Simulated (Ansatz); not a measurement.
ZnCu in Ansatz: the effect of functional

The system is ZnCu.

```
Zn Cu
1.0
     2.92523    0.00000    0.00000
     0.00000    2.92523    0.00000
     0.00000    0.00000    2.92523
Zn Cu
1 1
Direct
  0.50000 0.50000 0.50000
  0.00000 0.00000 0.00000
```

The cell isn't the ideal one: volume scaled by 0.98.

Alike in all runs:

```yaml
Program: Ansatz 0.2.0
Task: single point
Potentials_or_basis: Ansatz PAW
k_mesh: 9 × 9 × 9
Occupations: fermi-dirac, width 0.05 eV
Spin: no spin polarisation
```

| functional | cutoff | pressure (GPa) |
| --- | --- | --- |
| LDA | 420 eV (not typed: the program's choice for these potentials) | -7.4 |
| r2SCAN | 500 eV (not typed: the program's choice for these potentials) | -0.6 |
| PBE | 420 eV (not typed: the program's choice for these potentials) | ? |

Q: What does the run with functional PBE give?

A: Pressure 5.2 GPa.

Caveats: the PAW data sets come from PBE, with cores solved anew for the run's functional, which leaves a small shift of forces and pressure (some runs).
